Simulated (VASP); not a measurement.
# KCl (Sylvite) (Fm-3m) in VASP: notebook

Aim: see how the results for KCl (Sylvite) move with the level of theory and the settings. Levels: PBEsol+D3(BJ), PBEsol, PBEsol+D4. Tasks: single point.

All numbers are computed with VASP 6.6.1; they aren't measurements. Logs are shortened: lines on timing, memory, paths and dates and some standing lists are left out, and cuts for length are marked.

**The experiment to reproduce.**

A printed reference work, monograph reports, for a bulk crystal of KCl: band gap 8.68 eV.

How close the calculation comes is told below.

### Step 1. The cell of the first run

It takes space group Fm-3m (No. 225, cubic). Conventional cell: a = 6.139 Å, b = 6.139 Å, c = 6.139 Å, α = 90.00°, β = 90.00°, γ = 90.00°. K (site symmetry m-3m) has 6 Cl at 3.07 Å within 4.0 Å. Within 4.0 Å of Cl (site symmetry m-3m) lie 6 K at 3.07 Å.

### Step 2. Single point, PBEsol+D3(BJ)

File INCAR:

```
SYSTEM = KCl
PREC     = Accurate       ! precision mode
ENCUT    = 520            ! plane-wave cutoff, eV
EDIFF    = 1E-7           ! SCF threshold, eV
ISMEAR   = -1             ! smearing method
SIGMA    = 0.05           ! smearing width, eV
LREAL    = .False.        ! projectors in reciprocal space
LASPH    = .True.         ! aspherical terms in the spheres
NELM     = 60             ! most SCF steps
ALGO     = Normal         ! electronic algorithm
ISIF     = 2              ! what is computed and relaxed
LWAVE    = .False.        ! write WAVECAR
LCHARG   = .False.        ! write CHGCAR
GGA      = PS             ! functional
IVDW     = 12             ! dispersion correction
NBANDS   = 15             ! bands
```

File KPOINTS:

```
regular mesh
0
Gamma
  7 7 7
  0 0 0
```

File POSCAR:

```
KCl
1.0
    0.0000000000      3.0696993839      3.0696993839
    3.0696993839      0.0000000000      3.0696993839
    3.0696993839      3.0696993839      0.0000000000
K Cl
1 1
Direct
    0.0000000000      0.0000000000      0.0000000000
    0.5000000000      0.5000000000      0.5000000000
```

Potentials or basis: VASP PAW PBE potentials, release 64 (K_sv, Cl).

On the command line:

```
$ cat potpaw_PBE.64/K_sv/POTCAR potpaw_PBE.64/Cl/POTCAR > POTCAR
$ mpirun -np 1 vasp_std > vasp.out
```

OUTCAR:

```text
SYSTEM = KCl
   PREC = Accurate
   ENCUT = 520
   EDIFF = 1E-7
   ISMEAR = -1
   LREAL = .False.
   LASPH = .True.
   NELM = 60
   ISIF = 2
   GGA = PS
   IVDW = 12
 IVDW          = 12

 ion  position               nearest neighbor table
   1  0.000  0.000  0.000-   2 3.07   2 3.07   2 3.07   2 3.07   2 3.07   2 3.07
   2  0.500  0.500  0.500-   1 3.07   1 3.07   1 3.07   1 3.07   1 3.07   1 3.07

  LATTYP: Found a face centered cubic cell.
 ALAT       =     6.1393987678

  Lattice vectors:

 A1 = (   0.0000000000,   3.0696993839,   3.0696993839)
 A2 = (   3.0696993839,   0.0000000000,   3.0696993839)
 A3 = (   3.0696993839,   3.0696993839,   0.0000000000)

Analysis of symmetry for initial positions (statically):
=====================================================================
 Subroutine PRICEL returns:
 Original cell was already a primitive cell.

 Routine SETGRP: Setting up the symmetry group for a
 face centered cubic supercell.

 Subroutine GETGRP returns: Found 48 space group operations
 (whereof 48 operations were pure point group operations)
 out of a pool of 48 trial point group operations.

The static configuration has the point symmetry O_h .

Analysis of symmetry for dynamics (positions and initial velocities):
=====================================================================
 Subroutine PRICEL returns:
 Original cell was already a primitive cell.

 Routine SETGRP: Setting up the symmetry group for a
 face centered cubic supercell.

 Subroutine GETGRP returns: Found 48 space group operations
 (whereof 48 operations were pure point group operations)
 out of a pool of 48 trial point group operations.

The dynamic configuration has the point symmetry O_h .

 Subroutine INISYM returns: Found 48 space group operations
 (whereof 48 operations are pure point group operations),
 and found     1 'primitive' translations

----------------------------------------------------------------------------------------

                                     Primitive cell

  volume of cell :      57.8519

  direct lattice vectors                    reciprocal lattice vectors
     0.000000000  3.069699384  3.069699384    -0.162882399  0.162882399  0.162882399
     3.069699384  0.000000000  3.069699384     0.162882399 -0.162882399  0.162882399
     3.069699384  3.069699384  0.000000000     0.162882399  0.162882399 -0.162882399

  length of vectors
     4.341210501  4.341210501  4.341210501     0.282120591  0.282120591  0.282120591

  position of ions in fractional coordinates (direct lattice)
[... 8 lines left out ...]
----------------------------------------------------------------------------------------

 KPOINTS: regular mesh

Automatic generation of k-mesh.
 Grid dimensions read from file:
 generate k-points for:    7    7    7

 Generating k-lattice:

  Cartesian coordinates                     Fractional coordinates (reciprocal lattice)
    -0.023268914  0.023268914  0.023268914     0.142857143  0.000000000  0.000000000
     0.023268914 -0.023268914  0.023268914     0.000000000  0.142857143  0.000000000
     0.023268914  0.023268914 -0.023268914     0.000000000  0.000000000  0.142857143

  Length of vectors
     0.040302942  0.040302942  0.040302942

  Shift w.r.t. Gamma in fractional coordinates (k-lattice)
     0.000000000  0.000000000  0.000000000

 Subroutine IBZKPT returns following result:
 ===========================================

 Found     20 irreducible k-points:

 Following reciprocal coordinates:
            Coordinates               Weight
  0.000000  0.000000  0.000000      1.000000
  0.142857  0.000000  0.000000      8.000000
  0.285714  0.000000  0.000000      8.000000
  0.428571  0.000000  0.000000      8.000000
  0.142857  0.142857  0.000000      6.000000
  0.285714  0.142857  0.000000     24.000000
[... 12 lines left out ...]
 -0.428571  0.428571  0.142857     24.000000
 -0.285714  0.428571  0.142857     24.000000
   k-points           NKPTS =     20   k-points in BZ     NKDIM =     20   number of bands    NBANDS=     15
   number of dos      NEDOS =    301   number of ions     NIONS =      2
   total plane-waves  NPLWV =  32768
   dimension x,y,z NGX =    32 NGY =   32 NGZ =   32
   dimension x,y,z NGXF=    64 NGYF=   64 NGZF=   64
   ions per type =               1   1
   NGX,Y,Z   is equivalent  to a cutoff of  12.25, 12.25, 12.25 a.u.
   NGXF,Y,Z  is equivalent  to a cutoff of  24.51, 24.51, 24.51 a.u.
 SYSTEM =  KCl
   PREC   = accura    normal or accurate (medium, high low for compatibility)
   ISTART =      0    job   : 0-new  1-cont  2-samecut
   ICHARG =      2    charge: 1-file 2-atom 10-const
   ISPIN  =      1    spin polarized calculation?
   LNONCOLLINEAR =      F non collinear calculations
   LSORBIT =      F    spin-orbit coupling
   LASPH  =      T    aspherical Exc in radial PAW
   ENCUT  =  520.0 eV  38.22 Ry    6.18 a.u.   8.07  8.07  8.07*2*pi/ulx,y,z
   NELM   =     60;   NELMIN=  2; NELMDL= -5     # of ELM steps
   EDIFF  = 0.1E-06   stopping-criterion for ELM
   LREAL  =      F    real-space projection
   EDIFFG = 0.1E-05   stopping-criterion for IOM
   NSW    =      0    number of steps for IOM
   IBRION =     -1    ionic relax: 0-MD 1-quasi-New 2-CG
   NFREE  =      0    steps in history (QN), initial steepest desc. (CG)
   ISIF   =      2    stress and relaxation
   ISYM   =      2    0-nonsym 1-usesym 2-fastsym
   POTIM  = 0.5000    time-step for ionic-motion
   TEBEG  =    0.0;   TEEND  =   0.0 temperature during run
   PSTRESS=    0.0 pullay stress
   NELECT =      16.0000    total number of electrons
   NUPDOWN=      -1.0000    fix difference up-down
   EMIN   =  10.00;   EMAX   =-10.00  energy-range for DOS
   EFERMI =   0.00;   METHOD = LEGACY
   ISMEAR =    -1;   SIGMA  =   0.05  broadening in eV -4-tet -1-fermi 0-gaus
   EFERMI_NEDOS =   21; number of points for ismear=-14 and -15
   IALGO  =     38    algorithm
   IMIX   =      4    mixing-type and parameters
     AMIX     =   0.40;   BMIX     =  1.00
     AMIX_MAG =   1.60;   BMIX_MAG =  1.00
  volume/ion in A,a.u.               =      28.93       195.20
  Fermi-wavevector in a.u.,A,eV,Ry     =   1.066618  2.015616 15.478999  1.137674
  Thomas-Fermi vector in A             =   2.202208
   LORBIT       =      0    0 simple, 1 ext, 2 COOP (PROOUT), +10 PAW based schemes
   GGA     = PS    functional components
   LHFCALC =     F    Hartree Fock is set to
   AEXX    =    0.0000 exact exchange contribution
   IVDW    =    12    specifies the selected vdW correction
   LEPSILON=     F    determine dielectric tensor
   LRPA    =     F    only Hartree local field effects (RPA)
 non-spin polarized calculation
  energy-cutoff  :      520.00
  volume of cell :       57.85
 maximum number of plane-waves:      1580
   NGX = 17   NGY = 17   NGZ = 17

 number of electron      16.0000001 magnetization

 Free energy of the ion-electron system (eV)
  ---------------------------------------------------
  ext. energy  EPLUGINS =         0.00000000
  ---------------------------------------------------
  free energy    TOTEN  =        -7.01192646 eV

  energy without entropy =       -7.01192646  energy(sigma->0) =       -7.01192646

 E-fermi :  -0.4578     XC(G=0):  -8.0454

 val. band max:       -1.5967420928   @ k =   0.0000   0.0000   0.0000
 cond. band min:       3.6707042273   @ k =   0.0000   0.0000   0.0000
 fundamental gap:      5.2674463201
 Fermi energy:        -0.4578413913

 k-point     1 :       0.0000    0.0000    0.0000
  band No.  band energies     occupation
      1     -28.4693      2.00000
      2     -13.7796      2.00000
      3     -11.9976      2.00000
      4     -11.9976      2.00000
      5     -11.9976      2.00000
      6      -1.5967      2.00000
      7      -1.5967      2.00000
      8      -1.5967      2.00000
      9       3.6707      0.00000
     10       6.7145      0.00000
     11       6.7145      0.00000
     12       6.7145      0.00000
     13       7.6478      0.00000
     14       7.6478      0.00000
     15      11.3891      0.00000

 k-point     2 :       0.1429    0.0000    0.0000
  band No.  band energies     occupation
      1     -28.4662      2.00000
      2     -13.8253      2.00000
      3     -11.9998      2.00000
      4     -11.9998      2.00000
      5     -11.9394      2.00000
      6      -1.8808      2.00000
      7      -1.6776      2.00000
      8      -1.6776      2.00000
      9       4.1921      0.00000
     10       6.5678      0.00000
     11       6.9915      0.00000
     12       6.9915      0.00000
     13       7.9630      0.00000
     14       7.9630      0.00000
     15      12.2068      0.00000

 k-point     3 :       0.2857    0.0000    0.0000
  band No.  band energies     occupation
      1     -28.4593      2.00000
      2     -13.9192      2.00000
      3     -12.0047      2.00000
      4     -12.0047      2.00000
      5     -11.8165      2.00000
      6      -2.4132      2.00000
      7      -1.8493      2.00000
      8      -1.8493      2.00000
      9       5.2720      0.00000
     10       6.5838      0.00000
     11       7.7675      0.00000
     12       7.7675      0.00000
     13       8.8015      0.00000
     14       8.8015      0.00000
     15      12.0854      0.00000
[... 271 lines left out ...]
 k-point    19 :      -0.4286    0.4286    0.1429
  band No.  band energies     occupation
      1     -28.4490      2.00000
      2     -13.7576      2.00000
      3     -12.1368      2.00000
      4     -12.0935      2.00000
      5     -11.9499      2.00000
      6      -2.3217      2.00000
      7      -2.0127      2.00000
      8      -1.9495      2.00000
      9       5.3804      0.00000
     10       7.1007      0.00000
     11       8.0985      0.00000
     12       9.1265      0.00000
     13       9.2842      0.00000
     14      10.1667      0.00000
     15      10.7549      0.00000

 k-point    20 :      -0.2857    0.4286    0.1429
  band No.  band energies     occupation
      1     -28.4485      2.00000
      2     -13.7898      2.00000
      3     -12.1439      2.00000
      4     -12.0939      2.00000
      5     -11.8907      2.00000
      6      -2.2698      2.00000
      7      -2.1590      2.00000
      8      -2.0174      2.00000
      9       6.0691      0.00000
     10       6.8467      0.00000
     11       8.1766      0.00000
     12       8.5548      0.00000
     13      10.0285      0.00000
     14      10.1630      0.00000
     15      11.1011      0.00000

------------------------ aborting loop because EDIFF is reached ----------------------------------------

 Edisp (eV)   -0.40461

 E8    (eV) :    -0.2745

  FORCE on cell =-STRESS in cart. coord.  units (eV):
  Direction    XX          YY          ZZ          XY          YZ          ZX
  --------------------------------------------------------------------------------------
  -------------------------------------------------------------------------------------
  Total      -0.01650    -0.01650    -0.01650     0.00000    -0.00000    -0.00000
  in kB      -0.45690    -0.45690    -0.45690     0.00000    -0.00000    -0.00000
  external pressure =       -0.46 kB  Pullay stress =        0.00 kB

 VOLUME and BASIS-vectors are now :
 -----------------------------------------------------------------------------
  energy-cutoff  :      520.00
  volume of cell :       57.85
      direct lattice vectors                 reciprocal lattice vectors
     0.000000000  3.069699384  3.069699384    -0.162882399  0.162882399  0.162882399
     3.069699384  0.000000000  3.069699384     0.162882399 -0.162882399  0.162882399
     3.069699384  3.069699384  0.000000000     0.162882399  0.162882399 -0.162882399

 POSITION                                       TOTAL-FORCE (eV/Angst)
 -----------------------------------------------------------------------------------
      0.00000      0.00000      0.00000        -0.000000      0.000000     -0.000000
      3.06970      3.06970      3.06970         0.000000     -0.000000      0.000000
 -----------------------------------------------------------------------------------
    total drift:                                0.000000     -0.000000     -0.000000

  FREE ENERGIE OF THE ION-ELECTRON SYSTEM (eV)
  ---------------------------------------------------
  free  energy   TOTEN  =        -7.4165401047 eV

  energy  without entropy=       -7.4165401047  energy(sigma->0) =       -7.41654010
```

It took 8.6 s on 1 thread of Intel Xeon 6975P-C (Granite Rapids), shared host; peak memory 0.18 GiB.

What came out:

```yaml
Free_energy: -7.4165 eV
Pressure: 0.0 GPa
Band_gap_on_the_k_mesh: 5.27 eV, direct
Dispersion_energy_per_atom: -0.202 eV
```

Caveat: three body term missing; the PAW data sets were made with another functional, which shifts forces and pressure a little.

### Step 3. Single point, PBEsol

This run uses another cell than the first one, of 30.41 Å³/atom, 1.051 times its volume.

File INCAR:

```
SYSTEM = KCl
PREC = Accurate
ENCUT = 520
EDIFF = 1E-6
ISMEAR = -1
SIGMA = 0.05
LREAL = .False.
LASPH = .True.
NELM = 80
ALGO = Normal
ISIF = 2
LWAVE = .False.
LCHARG = .True.
GGA = PS
LELF = .True.
LVHAR = .True.
NBANDS = 15
```

File KPOINTS:

```
Automatic mesh
0
Gamma
  7 7 7
  0 0 0
```

File POSCAR:

```
KCl
1.0
    0.0000000000      3.1212784384      3.1212784384
    3.1212784384      0.0000000000      3.1212784384
    3.1212784384      3.1212784384      0.0000000000
K Cl
1 1
Direct
    0.0000000000      0.0000000000      0.0000000000
    0.5000000000      0.5000000000      0.5000000000
```

Potentials or basis: VASP PAW PBE potentials, release 64 (K_sv, Cl).

On the command line:

```
$ cat potpaw_PBE.64/K_sv/POTCAR potpaw_PBE.64/Cl/POTCAR > POTCAR
$ mpirun -np 1 vasp_std > vasp.out
```

Run time: 14 s. Hardware: 1 thread of Intel Xeon 6975P-C (Granite Rapids), shared host; peak memory 0.2 GiB.

Results (log left out):

```yaml
Free_energy: -7.0232 eV
Pressure: 0.1 GPa
Band_gap_on_the_k_mesh: 5.10 eV, direct
```

Levels at points of the mesh, in eV from the valence-band top:
| k point | band 6 | band 7 | band 8 | band 9 | band 10 | band 11 |
| --- | --- | --- | --- | --- | --- | --- |
| (0.00, 0.00, 0.00) | 0.00 | 0.00 | 0.00 | 5.10 | 8.30 | 8.30 |

Caveat: the PAW data sets were made with another functional, which shifts forces and pressure a little.

### Step 4. Single point, PBEsol+D4

This run uses another cell than the first one, of 29.78 Å³/atom, 1.029 times its volume.

File INCAR:

```
SYSTEM = KCl
  PREC = Accurate
  ENCUT = 520
  EDIFF = 1E-7
  ISMEAR = -1
  SIGMA = 0.05
  LREAL = .FALSE.
  LASPH = .TRUE.
  NELM = 80
  ALGO = Normal
  ISIF = 2
  LWAVE = .FALSE.
  LCHARG = .FALSE.
  GGA = PS
  IVDW = 13
  NBANDS = 15
```

File KPOINTS:

```
regular mesh
0
G
  7 7 7
  0 0 0
```

File POSCAR:

```
KCl
1.0
    0.0000000000      3.0994993249      3.0994993249
    3.0994993249      0.0000000000      3.0994993249
    3.0994993249      3.0994993249      0.0000000000
K Cl
1 1
Direct
    0.0000000000      0.0000000000      0.0000000000
    0.5000000000      0.5000000000      0.5000000000
```

On the command line:

```
$ cat potpaw_PBE.64/K_sv/POTCAR potpaw_PBE.64/Cl/POTCAR > POTCAR
$ mpirun -np 1 vasp_std > vasp.out
```

Run time: 15 s. Hardware: 1 thread of Intel Xeon 6975P-C (Granite Rapids), shared host; peak memory 0.2 GiB.

It converged, with:

* Free energy: -7.1557 eV
* Pressure: 0.1 GPa
* Band gap on the k mesh: 5.17 eV, direct
* Dispersion energy per atom: -0.067 eV

Levels at points of the mesh, in eV from the valence-band top:
```csv
k point,band 5,band 6,band 7,band 8,band 9,band 10,band 11,band 12
"(0.00, 0.00, 0.00)",-10.47,0.00,0.00,0.00,5.17,8.31,8.31,8.31
```

Caveat: the PAW data sets were made with another functional, which shifts forces and pressure a little.

### Step 5. Single point, PBEsol+D3(BJ)

This run uses another cell than the first one, of 31.15 Å³/atom, 1.077 times its volume.

File INCAR:

```
  PREC = Accurate
  ENCUT = 520
  EDIFF = 1E-7
  ISMEAR = -1
  SIGMA = 0.05
  LREAL = F
  LASPH = T
  NELM = 100
  ALGO = Normal
  ISIF = 2
  LWAVE = F
  LCHARG = F
  GGA = PS
  IVDW = 12
  NBANDS = 15
```

File KPOINTS:

```
regular mesh
0
Gamma
  7 7 7
```

File POSCAR:

```
KCl
1.0
    0.0000000000      3.1464700000      3.1464700000
    3.1464700000      0.0000000000      3.1464700000
    3.1464700000      3.1464700000      0.0000000000
K Cl
1 1
Direct
    0.0000000000      0.0000000000      0.0000000000
    0.5000000000      0.5000000000      0.5000000000
```

On the command line:

```
$ cat potpaw_PBE.64/K_sv/POTCAR potpaw_PBE.64/Cl/POTCAR > POTCAR
$ mpirun -np 1 vasp_std > vasp.out
```

Run time: 10 s. Hardware: 1 thread of Intel Xeon 6975P-C (Granite Rapids), shared host; peak memory 0.21 GiB.

It converged, with:

| Quantity | Value |
| --- | --- |
| Free energy | -7.3966 eV |
| Pressure | -1.4 GPa |
| Band gap on the k mesh | 5.02 eV, direct |
| Dispersion energy per atom | -0.187 eV |

Levels at points of the mesh, in eV from the valence-band top:
| k point | band 5 | band 6 | band 7 | band 8 | band 9 | band 10 | band 11 | band 12 |
| --- | --- | --- | --- | --- | --- | --- | --- | --- |
| (0.00, 0.00, 0.00) | -10.57 | 0.00 | 0.00 | 0.00 | 5.02 | 8.29 | 8.29 | 8.29 |

Caveat: three body term missing; the PAW data sets were made with another functional, which shifts forces and pressure a little.

### Step 6. Overview

| level | cell | gap on the mesh (eV) | pressure (GPa) |
| --- | --- | --- | --- |
| PBEsol+D3(BJ) | a = 4.341 Å, angles 60.0°, 2 atoms | 5.27 | 0.0 |
| PBEsol | a = 4.414 Å, angles 60.0°, 2 atoms | 5.10 | 0.1 |
| PBEsol+D4 | a = 4.383 Å, angles 60.0°, 2 atoms | 5.17 | 0.1 |
| PBEsol+D3(BJ) | a = 4.450 Å, angles 60.0°, 2 atoms | 5.02 | -1.4 |

Alike in all rows: task single point; potentials or basis VASP PAW PBE potentials, release 64 (K_sv, Cl); no spin polarisation; k mesh 7 × 7 × 7; cutoff (eV) 520; smearing fermi-dirac 0.05 eV.

Caveats: the PAW data sets were made with another functional, which shifts forces and pressure a little; three body term missing (some runs).

Total energies depend on the potentials used, so only differences within one code and one set of settings carry meaning.

### Step 7. How close it comes

Step 2. Measured gap of KCl: 8.68 eV (a printed reference work, monograph). This calculation gives 5.27 eV (-3.41 eV). The value is that of PBEsol+D3(BJ), without temperature or zero-point motion. Semilocal functionals fall short of measured gaps as a rule.

Step 3. A measured gap of KCl is 8.68 eV (a printed reference work, monograph); the calculated 5.10 eV misses it by -3.58 eV. The value is that of PBEsol on a finite k mesh, which can miss the band edges, without temperature or zero-point motion. Semilocal functionals fall short of measured gaps as a rule.

Step 4. Against the measured gap of KCl, 8.68 eV (a printed reference work, monograph), the calculated 5.17 eV is off by -3.51 eV. The value is that of PBEsol+D4, without temperature or zero-point motion. Semilocal functionals fall short of measured gaps as a rule.

Step 5. Measured gap of KCl: 8.68 eV (a printed reference work, monograph). This calculation gives 5.02 eV (-3.66 eV). The value is that of PBEsol+D3(BJ) on a finite k mesh, which can miss the band edges, without temperature or zero-point motion. Semilocal functionals fall short of measured gaps as a rule.
